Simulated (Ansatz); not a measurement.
A run of Ansatz 0.2.0 is set up as follows.

The input input:

```
crystal:
  lattice:
    - [3.842, 0.0, 0.0]
    - [-1.921, 3.3272696013, 0.0]
    - [0.0, 0.0, 6.403]
  atoms:
    - { symbol: Te, position: [0.6666666667, 0.3333333333, 0.75] }
    - { symbol: Te, position: [0.3333333333, 0.6666666667, 0.25] }
    - { symbol: Ti, position: [0.0, 0.0, 0.5] }
    - { symbol: Ti, position: [0.0, 0.0, 0.0] }
hamiltonian:
  xc: pbe0
  pseudopotentials: { kind: paw }
kpoints:
  mp_grid: { grid: [6, 6, 4] }
scf:
  occupations: { method: fermi_dirac, width: 0.05 }
output:
  forces: true
  stress: true
  eigenvalues: true
relax:
  f_tol: 0.01
  max_steps: 40
  cell: { stress_tol: 0.05 }
```

(1) What does it give for the relaxed cell?

(2) Predict the band gap on the k mesh.

Answers

(1) a = 3.626 Å, b = 3.626 Å, c = 7.225 Å, α = 90.00°, β = 90.00°, γ = 120.00°.

(2) none (metal or under the smearing width).
